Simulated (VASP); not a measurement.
# Pt (Fm-3m) in VASP: single point with HSE06

Aim: the single point of Pt with HSE06.

All numbers are computed with VASP 6.6.1; they aren't measurements. Logs are shortened: lines on timing, memory, paths and dates and some standing lists are left out, and cuts for length are marked.

## (1) The structure

It takes space group Fm-3m (No. 225, cubic). Conventional cell: a = 3.917 Å, b = 3.917 Å, c = 3.917 Å, α = 90.00°, β = 90.00°, γ = 90.00°. Pt (site symmetry m-3m) is surrounded by 12 Pt at 2.77 Å.

## (2) Single point, HSE06

The input, POSCAR:

```
Pt
1.0
    0.0000000000      1.9583100000      1.9583100000
    1.9583100000      0.0000000000      1.9583100000
    1.9583100000      1.9583100000      0.0000000000
Pt
1
Direct
    0.0000000000      0.0000000000      0.0000000000
```

The input, INCAR.step1:

```
SYSTEM = Pt
  PREC = Accurate
  ENCUT = 520
  EDIFF = 1E-5
  ISMEAR = 0
  SIGMA = 0.1
  LREAL = .False.
  LASPH = .True.
  NELM = 80
  ALGO = Normal
  ISIF = 2
  LWAVE = .True.
  LCHARG = .False.
  NBANDS = 11
  GGA = PE
```

The input, INCAR.step2:

```
SYSTEM = Pt
  PREC = Accurate
  ENCUT = 520
  EDIFF = 1E-6
  ISMEAR = 0
  SIGMA = 0.1
  LREAL = .False.
  LASPH = .True.
  NELM = 80
  ALGO = Normal
  ISIF = 2
  LWAVE = .False.
  LCHARG = .False.
  GGA = PE
  LHFCALC = .True.
  HFSCREEN = 0.2
  PRECFOCK = Fast
  NBANDS = 11
  ISTART = 1
```

The input, KPOINTS:

```
Automatic mesh
0
Gamma
  8 8 8
  0 0 0
```

Potentials or basis: VASP PAW PBE potentials, release 64 (Pt).

The run is started by

```sh
$ cat potpaw_PBE.64/Pt/POTCAR > POTCAR
$ cp INCAR.step1 INCAR
$ mpirun -np 1 vasp_std > vasp.out
$ cp INCAR.step2 INCAR
$ mpirun -np 1 vasp_std > vasp.out
```

OUTCAR:

```text
SYSTEM = Pt
   PREC = Accurate
   ENCUT = 520
   EDIFF = 1E-6
   ISMEAR = 0
   LREAL = .False.
   LASPH = .True.
   NELM = 80
   ISIF = 2
   GGA = PE
   LHFCALC = .True.
   HFSCREEN = 0.2
   PRECFOCK = Fast
   ISTART = 1

 ion  position               nearest neighbor table
   1  0.000  0.000  0.000-

  LATTYP: Found a face centered cubic cell.
 ALAT       =     3.9166200000

  Lattice vectors:

 A1 = (   0.0000000000,   1.9583100000,   1.9583100000)
 A2 = (   1.9583100000,   0.0000000000,   1.9583100000)
 A3 = (   1.9583100000,   1.9583100000,   0.0000000000)

Analysis of symmetry for initial positions (statically):
=====================================================================
 Subroutine PRICEL returns:
 Original cell was already a primitive cell.

 Routine SETGRP: Setting up the symmetry group for a
 face centered cubic supercell.

 Subroutine GETGRP returns: Found 48 space group operations
 (whereof 48 operations were pure point group operations)
 out of a pool of 48 trial point group operations.

The static configuration has the point symmetry O_h .

Analysis of symmetry for dynamics (positions and initial velocities):
=====================================================================
 Subroutine PRICEL returns:
 Original cell was already a primitive cell.

 Routine SETGRP: Setting up the symmetry group for a
 face centered cubic supercell.

 Subroutine GETGRP returns: Found 48 space group operations
 (whereof 48 operations were pure point group operations)
 out of a pool of 48 trial point group operations.

The dynamic configuration has the point symmetry O_h .

 Subroutine INISYM returns: Found 48 space group operations
 (whereof 48 operations are pure point group operations),
 and found     1 'primitive' translations

----------------------------------------------------------------------------------------

                                     Primitive cell

  volume of cell :      15.0202

  direct lattice vectors                    reciprocal lattice vectors
     0.000000000  1.958310000  1.958310000    -0.255322191  0.255322191  0.255322191
     1.958310000  0.000000000  1.958310000     0.255322191 -0.255322191  0.255322191
     1.958310000  1.958310000  0.000000000     0.255322191  0.255322191 -0.255322191

  length of vectors
     2.769468561  2.769468561  2.769468561     0.442231007  0.442231007  0.442231007

  position of ions in fractional coordinates (direct lattice)
     0.000000000  0.000000000  0.000000000

  ion indices of the primitive-cell ions
   primitive index   ion index
                 1           1

----------------------------------------------------------------------------------------

 KPOINTS: Automatic mesh

Automatic generation of k-mesh.
 Grid dimensions read from file:
 generate k-points for:    8    8    8

 Generating k-lattice:

  Cartesian coordinates                     Fractional coordinates (reciprocal lattice)
    -0.031915274  0.031915274  0.031915274     0.125000000  0.000000000  0.000000000
     0.031915274 -0.031915274  0.031915274     0.000000000  0.125000000  0.000000000
     0.031915274  0.031915274 -0.031915274     0.000000000  0.000000000  0.125000000

  Length of vectors
     0.055278876  0.055278876  0.055278876

  Shift w.r.t. Gamma in fractional coordinates (k-lattice)
     0.000000000  0.000000000  0.000000000

 Subroutine IBZKPT returns following result:
 ===========================================

 Found     29 irreducible k-points:

 Following reciprocal coordinates:
            Coordinates               Weight
  0.000000  0.000000  0.000000      1.000000
  0.125000  0.000000  0.000000      8.000000
  0.250000  0.000000  0.000000      8.000000
  0.375000  0.000000  0.000000      8.000000
  0.500000  0.000000  0.000000      4.000000
  0.125000  0.125000  0.000000      6.000000
[... 16 lines left out ...]
  0.500000  0.250000  0.125000     48.000000
 -0.375000  0.250000  0.125000     24.000000
 [... further k-points ...]
   k-points           NKPTS =     29   k-points in BZ     NKDIM =    512   number of bands    NBANDS=     11
   number of dos      NEDOS =    301   number of ions     NIONS =      1
   total plane-waves  NPLWV =  13824
   dimension x,y,z NGX =    24 NGY =   24 NGZ =   24
   dimension x,y,z NGXF=    48 NGYF=   48 NGZF=   48
   ions per type =               1
   NGX,Y,Z   is equivalent  to a cutoff of  14.41, 14.41, 14.41 a.u.
   NGXF,Y,Z  is equivalent  to a cutoff of  28.81, 28.81, 28.81 a.u.
 SYSTEM =  Pt
   PREC   = accura    normal or accurate (medium, high low for compatibility)
   ISTART =      1    job   : 0-new  1-cont  2-samecut
   ICHARG =      0    charge: 1-file 2-atom 10-const
   ISPIN  =      1    spin polarized calculation?
   LNONCOLLINEAR =      F non collinear calculations
   LSORBIT =      F    spin-orbit coupling
   LASPH  =      T    aspherical Exc in radial PAW
   ENCUT  =  520.0 eV  38.22 Ry    6.18 a.u.   5.15  5.15  5.15*2*pi/ulx,y,z
   NELM   =     80;   NELMIN=  2; NELMDL=  0     # of ELM steps
   EDIFF  = 0.1E-05   stopping-criterion for ELM
   LREAL  =      F    real-space projection
   EDIFFG = 0.1E-04   stopping-criterion for IOM
   NSW    =      0    number of steps for IOM
   IBRION =     -1    ionic relax: 0-MD 1-quasi-New 2-CG
   NFREE  =      0    steps in history (QN), initial steepest desc. (CG)
   ISIF   =      2    stress and relaxation
   ISYM   =      3    0-nonsym 1-usesym 2-fastsym
   POTIM  = 0.5000    time-step for ionic-motion
   TEBEG  =    0.0;   TEEND  =   0.0 temperature during run
   PSTRESS=    0.0 pullay stress
   NELECT =      10.0000    total number of electrons
   NUPDOWN=      -1.0000    fix difference up-down
   EMIN   =  10.00;   EMAX   =-10.00  energy-range for DOS
   EFERMI =   0.00;   METHOD = LEGACY
   ISMEAR =     0;   SIGMA  =   0.10  broadening in eV -4-tet -1-fermi 0-gaus
   EFERMI_NEDOS =   21; number of points for ismear=-14 and -15
   IALGO  =     38    algorithm
   IMIX   =      1    mixing-type and parameters
     AMIX     =   0.40;   BMIX     =  1.00
     AMIX_MAG =   1.60;   BMIX_MAG =  1.00
  volume/ion in A,a.u.               =      15.02       101.36
  Fermi-wavevector in a.u.,A,eV,Ry     =   1.429497  2.701359 27.803002  2.043463
  Thomas-Fermi vector in A             =   2.549445
   LORBIT       =      0    0 simple, 1 ext, 2 COOP (PROOUT), +10 PAW based schemes
   GGA     = PE    functional components
   LHFCALC =     T    Hartree Fock is set to
   PRECFOCK=fast      Normal, Fast or Accurate (Low or Medium for compatibility)
   ENCUT4O =  -1.0   cutoff for four orbital integrals eV
   NKREDX  =     1    reduce k-point grid by
   NKREDY  =     1    reduce k-point grid by
   NKREDZ  =     1    reduce k-point grid by
   AEXX    =    0.2500 exact exchange contribution
   HFSCREEN=    0.2000 screening length (either q_TF or 0.3 A-1)
   HFSCREENC=   0.2000 screening length for correlation (either q_TF or 0.3 A-1)
   ENCUTFOCK=  -1.0 apply spherical cutoff to Coloumb kernel
   IVDW    =     0    specifies the selected vdW correction
   LEPSILON=     F    determine dielectric tensor
   LRPA    =     F    only Hartree local field effects (RPA)
 non-spin polarized calculation
 Gauss-broadening in eV      SIGMA  =   0.10
  energy-cutoff  :      520.00
  volume of cell :       15.02
 maximum number of plane-waves:       415
 NGX is ok and might be reduce to    24
  NGX = 14; NGY = 14; NGZ = 14

 number of electron      10.0000000 magnetization

 Free energy of the ion-electron system (eV)
  ---------------------------------------------------
  ext. energy  EPLUGINS =         0.00000000
  ---------------------------------------------------
  free energy    TOTEN  =        -6.88800717 eV

  energy without entropy =       -6.87944341  energy(sigma->0) =       -6.88372529

 E-fermi :  10.5996     XC(G=0): -10.9833

 val. band max:       10.5842742244   @ k =  -0.2500   0.1250   0.0000
 cond. band min:      10.6391012793   @ k =   0.3750   0.2500   0.1250
 fundamental gap:      0.0548270549
 Fermi energy:        10.5996450680

 k-point     1 :       0.0000    0.0000    0.0000
  band No.  band energies     occupation
      1      -0.3278      2.00000
      2       6.2752      2.00000
      3       6.2752      2.00000
      4       6.2752      2.00000
      5       8.4204      2.00000
      6       8.4204      2.00000
      7      26.7629      0.00000
      8      31.9721      0.00000
      9      31.9721      0.00000
     10      31.9721      0.00000
     11      37.3098      0.00000

 k-point     2 :       0.1250    0.0000    0.0000
  band No.  band energies     occupation
      1       0.3559      2.00000
      2       6.0337      2.00000
      3       6.5222      2.00000
      4       6.5222      2.00000
      5       8.3351      2.00000
      6       8.3351      2.00000
      7      27.7003      0.00000
      8      29.4120      0.00000
      9      32.9532      0.00000
     10      32.9532      0.00000
     11      38.8744      0.00000

 k-point     3 :       0.2500    0.0000    0.0000
  band No.  band energies     occupation
      1       1.8958      2.00000
      2       6.0523      2.00000
      3       6.6340      2.00000
      4       6.6340      2.00000
      5       8.7847      2.00000
      6       8.7847      2.00000
      7      25.4935      0.00000
      8      28.6033      0.00000
      9      35.2000      0.00000
     10      35.2000      0.00000
     11      36.0943      0.00000

 k-point     4 :       0.3750    0.0000    0.0000
  band No.  band energies     occupation
      1       2.5790      2.00000
      2       6.2854      2.00000
      3       6.2854      2.00000
      4       8.1653      2.00000
      5       9.9945      2.00000
      6       9.9945      2.00000
      7      20.8457      0.00000
      8      27.0330      0.00000
      9      32.9155      0.00000
     10      32.9156      0.00000
     11      39.0634      0.00000

 k-point     5 :       0.5000    0.0000    0.0000
  band No.  band energies     occupation
      1       2.5723      2.00000
      2       6.1063      2.00000
      3       6.1063      2.00000
      4      10.4354      1.97978
      5      10.6519      0.45987
      6      10.6519      0.45986
      7      17.7820      0.00000
      8      26.2897      0.00000
      9      31.4155      0.00000
     10      31.4155      0.00000
     11      41.0455      0.00000
[... 211 lines left out ...]
 k-point    21 :       0.5000    0.5000    0.0000
  band No.  band energies     occupation
      1       2.6529      2.00000
      2       3.2084      2.00000
      3      10.2871      1.99999
      4      11.3436      0.00000
      5      11.3436      0.00000
      6      12.9603      0.00000
      7      21.0640      0.00000
      8      23.4406      0.00000
      9      23.4406      0.00000
     10      32.5698      0.00000
     11      35.9996      0.00000

 k-point    22 :       0.3750    0.2500    0.1250
  band No.  band energies     occupation
      1       3.2785      2.00000
      2       4.8779      2.00000
      3       6.1952      2.00000
      4       8.1273      2.00000
      5       8.2075      2.00000
      6      10.6391      0.57685
      7      25.7528      0.00000
      8      28.0588      0.00000
      9      30.2759      0.00000
     10      32.6085      0.00000
     11      37.0291      0.00000

 k-point    23 :       0.5000    0.2500    0.1250
  band No.  band energies     occupation
      1       3.9713      2.00000
      2       5.3493      2.00000
      3       5.8193      2.00000
      4       7.7291      2.00000
      5       9.7671      2.00000
      6      13.0845      0.00000
      7      21.3365      0.00000
      8      26.6426      0.00000
      9      28.4501      0.00000
     10      32.9691      0.00000
     11      36.8637      0.00000

 k-point    24 :      -0.3750    0.2500    0.1250
  band No.  band energies     occupation
      1       3.9596      2.00000
      2       5.0788      2.00000
      3       6.8109      2.00000
      4       7.4112      2.00000
      5      10.4316      1.98254
      6      15.8571      0.00000
      7      17.4406      0.00000
      8      27.0189      0.00000
      9      27.2435      0.00000
     10      31.5662      0.00000
     11      38.8274      0.00000

 [... further k-points ...]

------------------------ aborting loop because EDIFF is reached ----------------------------------------

  FORCE on cell =-STRESS in cart. coord.  units (eV):
  Direction    XX          YY          ZZ          XY          YZ          ZX
  --------------------------------------------------------------------------------------
  -------------------------------------------------------------------------------------
  Total        0.1261725      0.1261725      0.1261725      0.0000000      0.0000000      0.0000000
  in kB       13.4586379     13.4586379     13.4586379      0.0000000      0.0000000      0.0000000
  external PRESSURE =      13.4586379 kB  Pullay stress =       0.0000000 kB

 VOLUME and BASIS-vectors are now :
 -----------------------------------------------------------------------------
  energy-cutoff  :      520.00
  volume of cell :       15.02
      direct lattice vectors                 reciprocal lattice vectors
     0.000000000  1.958310000  1.958310000    -0.255322191  0.255322191  0.255322191
     1.958310000  0.000000000  1.958310000     0.255322191 -0.255322191  0.255322191
     1.958310000  1.958310000  0.000000000     0.255322191  0.255322191 -0.255322191

 POSITION                                       TOTAL-FORCE (eV/Angst)
 -----------------------------------------------------------------------------------
      0.00000      0.00000      0.00000         0.000000      0.000000      0.000000
 -----------------------------------------------------------------------------------
    total drift:                               -0.000000     -0.000000     -0.000000

  FREE ENERGIE OF THE ION-ELECTRON SYSTEM (eV)
  ---------------------------------------------------
  free  energy   TOTEN  =        -6.8880071661 eV

  energy  without entropy=       -6.8794434067  energy(sigma->0) =       -6.88372529
```

Run time: 17 min. Hardware: 1 thread of AMD EPYC 9R14 (Zen 4), shared host; peak memory 0.22 GiB.

Results:

- Free energy: -6.8880 eV
- Pressure: 1.3 GPa
- Band gap on the k mesh: none (metal or under the smearing width)

Caveat: the PAW data sets were made with another functional, which shifts forces and pressure a little. The run has no spin-orbit coupling, so splittings on Pt are missing.
